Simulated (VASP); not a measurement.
# GaN: G0W0 on PBE, by spin-orbit coupling

GaN, F-43m (no. 216), 2 atoms in the cell.

| Spin-orbit coupling | Quasiparticle gap on the mesh (eV) | Gap of the starting point on the mesh (eV) | Quasiparticle gap at the zone centre (eV) | Starting gap at the zone centre (eV) | Correction of the gap between the band edges on the mesh (eV) | Time (s) |
|---|---|---|---|---|---|---|
| no | 2.60 | 1.66 | 2.60 | 1.66 | 0.94 | 19 |
| yes | 2.59 | 1.66 | 2.59 | 1.66 | 0.94 | 87 |

Limits: the mesh is coarse: neither the gap nor the screening is converged.

## Input of the first row

INCAR.step1:
```
SYSTEM = GaN
  PREC = Accurate
  ENCUT = 500
  ISMEAR = 0
  SIGMA = 0.05
  LASPH = .TRUE.
  LREAL = .FALSE.
  GGA = PE
  ALGO = Normal
  EDIFF = 1E-8
  NELM = 150
  LWAVE = .TRUE.
  LCHARG = .FALSE.
  KPAR = 4
```

INCAR.step2, as INCAR.step1 but for:
```
- ALGO = Normal
- NELM = 150
+ ALGO = Exact
+ NELM = 1
+ ISTART = 1
+ NBANDS = 68
+ LOPTICS = .TRUE.
```

INCAR.step3:
```
SYSTEM = GaN
  PREC = Accurate
  ENCUT = 500
  ISMEAR = 0
  SIGMA = 0.05
  LASPH = .TRUE.
  LREAL = .FALSE.
  GGA = PE
  ALGO = EVGW0
  NBANDS = 68
  NBANDSGW = 13
  ENCUTGW = 130
  NOMEGA = 48
  PRECFOCK = Fast
  ISTART = 1
  LWAVE = .FALSE.
  LCHARG = .FALSE.
  NELMGW = 1
  KPAR = 4
```

KPOINTS:
```
k-points
0
Gamma
  3 3 3
```

POSCAR:
```
GaN
1.0
    0.0000000000      2.2535006075      2.2535006075
    2.2535006075      0.0000000000      2.2535006075
    2.2535006075      2.2535006075      0.0000000000
Ga N
1 1
Direct
    0.0000000000      0.0000000000      0.0000000000
    0.2500000000      0.2500000000      0.2500000000
```

Commands (each step's output is kept before the next begins):
```
cat potpaw_PBE.64/Ga_d_GW/POTCAR potpaw_PBE.64/N_GW/POTCAR > POTCAR
cp INCAR.step1 INCAR
mpirun -np 4 vasp_std > vasp.out
cp INCAR.step2 INCAR
mpirun -np 4 vasp_std > vasp.out
cp INCAR.step3 INCAR
mpirun -np 4 vasp_std > vasp.out
```

Changes of the last row against the first:
```
(step 1)
+ LSORBIT = True
+ GGA_COMPAT = False
+ MAGMOM = 0 0 0 0 0 0
(step 2)
- NBANDS = 68
+ LSORBIT = True
+ GGA_COMPAT = False
+ MAGMOM = 0 0 0 0 0 0
+ NBANDS = 140
(step 3)
- NBANDS = 68
- NBANDSGW = 13
+ LSORBIT = True
+ GGA_COMPAT = False
+ MAGMOM = 0 0 0 0 0 0
+ NBANDS = 140
+ NBANDSGW = 26
- vasp_std
+ vasp_ncl
```

VASP 6.6.1 took 19 s on 4 cores (AMD EPYC 7R43 (Zen 3)), a shared host.
